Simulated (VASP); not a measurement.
**Sn: band structure with PBE**

Crystal: Sn.

```xyz
2
Lattice="0.0000 3.3293 3.3293 3.3293 0.0000 3.3293 3.3293 3.3293 0.0000" Properties=species:S:1:pos:R:3 pbc="T T T"
Sn    6.6585    6.6585    6.6585
Sn    1.6646    1.6646    1.6646
```

This isn't the form of Sn at room conditions, which is tetragonal (white tin).

```json
{
 "Program": "VASP 6.6.1",
 "Task": "band structure",
 "Functional": "PBE",
 "Potentials or basis": "VASP PAW PBE potentials, release 64 (Sn_d)",
 "Cutoff": "520 eV",
 "k mesh": "8 × 8 × 8",
 "Occupations": "gaussian, width 0.02 eV",
 "Spin": "non-collinear spin, zero start, spin-orbit coupling",
 "Starting moments": "[[0.0, 0.0, 0.0], [0.0, 0.0, 0.0]] μB",
 "Further INCAR settings": "ALGO = Normal; EDIFF = 1e-07"
}
```

* Pressure: 0.0 GPa
* Net moment: 0.00 μB per cell
* Valence electrons inside the program's atomic spheres: Sn 12.28

Moments on the atoms (μB; x, y, z):
```
Sn  0.00 0.00 0.00
Sn  0.00 0.00 0.00
```

Wall time 100 s on 4 MPI ranks on Intel(R) Xeon(R) 6975P-C (Granite Rapids), with other jobs on the host, peak memory 0.45 GiB a rank.
